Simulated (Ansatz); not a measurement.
## LuH2: relaxation of cell and atoms with PBE+D3(BJ)

LuH2:

```xyz
3
Lattice="0.0000 2.5165 2.5165 2.5165 0.0000 2.5165 2.5165 2.5165 0.0000" Properties=species:S:1:pos:R:3 pbc="T T T"
Lu    0.0000    0.0000    0.0000
H     3.7748    3.7748    3.7748
H     1.2583    1.2583    1.2583
```

```yaml
Program: Ansatz 0.2.0
Task: relaxation of cell and atoms
Functional: PBE
Dispersion: D3(BJ)
Potentials_or_basis: Ansatz PAW
Cutoff: "420 eV (not typed: the program's choice for these potentials)"
k_mesh: 9 × 9 × 9
Occupations: fermi-dirac, width 0.05 eV
Spin: no spin polarisation
```

| Quantity | Value |
| --- | --- |
| Relaxed volume | 10.20 Å³/atom |
| Relaxed cell | a = 3.511 Å, b = 3.511 Å, c = 3.511 Å, α = 60.00°, β = 60.00°, γ = 60.00° |
| Space group after relaxing (to 0.05 Å) | Fm-3m (No. 225) |
| Energy gained by relaxing | 5.0 meV/atom |
| Ionic steps | 4 |
| Pressure after relaxing | 0.0 GPa |

Step by step:
| step | energy change (eV) | largest force (eV/Å) | volume (Å³) |
| --- | --- | --- | --- |
| 1 | 0.0000 | 0.0000 | 31.87 |
| 2 | -0.0161 | 0.0000 | 30.73 |
| 3 | -0.0164 | 0.0000 | 30.60 |
| 4 | -0.0151 | 0.0000 | 30.60 |

Final structure:
```
Lu H
1.0
     0.00000    2.48255    2.48255
     2.48255    0.00000    2.48255
     2.48255    2.48255    0.00000
Lu H
1 2
Cartesian
  0.0000 0.0000 0.0000
  3.7238 3.7238 3.7238
  1.2413 1.2413 1.2413
```

Wall time 2 s on 2 threads of Intel(R) Xeon(R) 6975P-C (Granite Rapids), on a shared host, peak memory 0.34 GiB.

Caveat: the plane-wave basis is chosen anew once the cell has moved, so the energies of steps on either side of that aren't comparable. Spin-orbit coupling is left out, which matters for the levels of Lu.
